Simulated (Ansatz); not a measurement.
Wurtzite NaH (it has left that coordination), relaxed with r2SCAN, was run in Ansatz under altered settings. All numbers are computed, without spin polarisation but where a row says otherwise.

```xyz
4
Lattice="3.9533 0.0000 0.0000 -1.9766 3.4236 0.0000 0.0000 0.0000 4.8283" Properties=species:S:1:pos:R:3 pbc="T T T"
Na    0.0000    2.2824   -0.3018
Na    1.9766    1.1412    2.1124
H     0.0000    2.2824    2.1124
H     1.9766    1.1412    4.5265
```

The base run's other keys:
```yaml
kpoints:
  mp_grid: { grid: [6, 6, 2] }
hamiltonian:
  xc: hse06
scf:
  occupations: { method: fixed }
  n_extra_bands: 5
```

It takes 11 iterations with 1289 plane waves at 420 eV and 14 k points, and leaves a mean stress of +0.11 GPa. The gap over this mesh is 4.266 eV. It ran on 4 threads of Arm Neoverse N1, on a shared host.

Outcomes, with energy and stress as changes against the base:
```
                                    setting            outcome  ΔF (meV/atom)  Δ mean stress (GPa)  gap on the mesh (eV)  iterations  wall time
  PBE hybrid, exx coeff 0.15, omega 0.5 1/Å          converged              –                 +0.1                 3.585           9      9.3 s
PBE hybrid, exx coeff 1.0, omega 0.2078 1/Å          converged              –                 -0.8                 7.265          17       11 s
             crystal.symmetry.detect: false  converged, warned            0.0                  0.0                 4.266          11       66 s
```
A dash marks a value that wasn't obtained or can't be compared. Stress is positive in compression. The base took 9.2 s. The base's mesh is coarse for a hybrid, so its own values aren't converged.

- PBE hybrid, exx coeff 0.15, omega 0.5 1/Å. That is 15 % exact exchange, screened with ω = 0.5 1/Å, against HSE06's 25 % screened at 0.208 1/Å. The mean stress moves by +0.1 GPa and the gap on the mesh by -0.680 eV (to 3.585). Totals of different functionals aren't comparable.
- PBE hybrid, exx coeff 1.0, omega 0.2078 1/Å. That is 100 % exact exchange, screened with ω = 0.2078 1/Å, against HSE06's 25 % screened at 0.208 1/Å. The mean stress moves by -0.8 GPa and the gap on the mesh by +2.999 eV (to 7.265). Totals of different functionals aren't comparable. The program warns that on this mesh the truncation of the exchange isn't bounded, so part of the change can be an error of the mesh.
- crystal.symmetry.detect: false. It converges in 11 iterations, as the base does, on 72 k points in place of 14. The result is the base's, as it should be for a key that only affects how the solution is found. Warned: hybrid solves reversed points apart.

Within 1 meV an atom, 0.1 GPa and 0.005 eV of the base stay: crystal.symmetry.detect: false.

The stress of a hybrid is loosely converged in these runs.

The meshes of the hybrids are coarse, so their gaps aren't converged to the digits shown.
